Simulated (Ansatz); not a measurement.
Ge:

```
Ge
1.0
    -2.57449    2.57449    1.39741
     2.57449   -2.57449    1.39741
     2.57449    2.57449   -1.39741
Ge
2
Direct
  0.50000 0.50000 0.00000
  0.25000 0.75000 0.50000
```

This isn't the form of Ge at room conditions, which is diamond.

Base run:

| Property | Result |
| --- | --- |
| Program | Ansatz 0.2.0 |
| Functional | PBEsol |
| Potentials or basis | Ansatz PAW |
| Cutoff | 420 eV (not typed: the program's choice for these potentials) |
| k mesh | 8 × 8 × 8 |
| Occupations | fermi-dirac, width 0.05 eV |
| Spin | spin-orbit coupling, no magnetisation |

Its results: band gap on the k mesh none (metal or under the smearing width); pressure -0.8 GPa.

Problem. The run is repeated on the same cell with these changes: functional from PBEsol to HSE06; k mesh from 8 × 8 × 8 to 5 × 5 × 5. What comes out?

Solution. Band gap on the k mesh none (metal or under the smearing width); pressure 1.0 GPa.

Several settings changed at once, so the effect can't be laid on one alone.

Caveats: some runs use coarse meshes; the PAW data sets come from PBE, with cores solved anew for the run's functional, which leaves a small shift of forces and pressure; the thresholds are loose for stress (some runs).
